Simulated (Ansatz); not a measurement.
**Zone-centre phonons of LiCl at 9 GPa: input and output**

Level of theory: Ansatz 0.2.0, DFT PBE, scalar-relativistic, plane waves, PAW.

Launched with:
```bash
ansatz run input.yaml --threads 1 --pin off --max-ram 1228MiB --backend cpu --events-out ev --progress --plain --runs-dir out
```

Input (bare energies are in eV):
```yaml
crystal:
  lattice:
    - [0.0, 2.4183505942, 2.4183505942]
    - [2.4183505942, 0.0, 2.4183505942]
    - [2.4183505942, 2.4183505942, 0.0]
  atoms:
    - { symbol: Li, position: [0.0, 0.0, 0.0] }
    - { symbol: Cl, position: [0.5, 0.5, 0.5] }
basis:
  ecutwfc: 420
kpoints:
  mp_grid: { grid: [8, 8, 8] }
hamiltonian:
  xc: pbe
scf:
  occupations: { method: fixed }
output:
  eigenvalues: true
phonons:
  method: dfpt
  dielectric: true
  rigid_motions: translations
  eigenvectors: true
```

Results section of the output:
```
--- Phonons (Γ-DFPT): 2 representative perturbations + reference, on 59 of 512 k-points (Σ response iterations 8) ---
  k mesh reduced under 8 symmetry operations, with k and −k counted as one. Each operation leaves every solved perturbation unchanged. A smaller set is not considered because the run solves the response ...
  ASR residual: 1.097e-4 → 0.000e0 eV/Å²; symmetrization residual: 5.439e-7 eV/Å²
  ASR residual per site (eV/Å²): 2.90e-5 1.10e-4
  Γ frequencies (cm⁻¹): 0.00 0.00 0.00 296.36 296.36 296.36
  ε∞ (high-frequency dielectric tensor):
        3.215672    -0.000000     0.000000
        0.000000     3.215672    -0.000000
        0.000000     0.000000     3.215672
  ε⁰ (static dielectric tensor: ions relaxed, cell fixed):
        7.730042     0.000000     0.000000
        0.000000     7.730042     0.000000
        0.000000     0.000000     7.730042
  ε⁰ − ε∞ (ionic part):
        4.514369     0.000000     0.000000
        0.000000     4.514369     0.000000
        0.000000     0.000000     4.514369
  softest optical mode at Γ: 296.36 cm⁻¹; the repairs (sum rule, projections) moved no ω² at Γ by more than (1.12 cm⁻¹)²
  Born effective charges Z* (e; rows j = field, columns β = displacement):
    site 0:
         1.15015    0.00000    0.00000
        -0.00000    1.15015    0.00000
         0.00000   -0.00000    1.15015
    site 1:
        -1.15015   -0.00000   -0.00000
         0.00000   -1.15015   -0.00000
         0.00000    0.00000   -1.15015
  Z* charge neutrality: 2.015e-5 e pre-enforcement
  k-mesh period / interband length: 27.4 Å / 1.32 Å = 20.68 at k = (0.0000, 0.0000, -0.5000), direct gap 7.240 eV — 14 or more, which is no proof of convergence
  optical modes at Γ without the LO–TO term, one row a degenerate level:
      ω (cm⁻¹) modes IR ((D/Å)²/amu)
        296.36      3            15.7753
  optical modes at Γ + LO–TO along q̂ = [1.0000, 0.0000, 0.0000]:
      ω (cm⁻¹) modes IR ((D/Å)²/amu)
        296.36      2            10.5169
        459.48      1             5.2584
  optical modes at Γ + LO–TO along q̂ = [0.0000, 1.0000, 0.0000]:
      ω (cm⁻¹) modes IR ((D/Å)²/amu)
        296.36      2            10.5169
        459.48      1             5.2584
  optical modes at Γ + LO–TO along q̂ = [0.0000, 0.0000, 1.0000]:
      ω (cm⁻¹) modes IR ((D/Å)²/amu)
        296.36      2            10.5169
        459.48      1             5.2584
```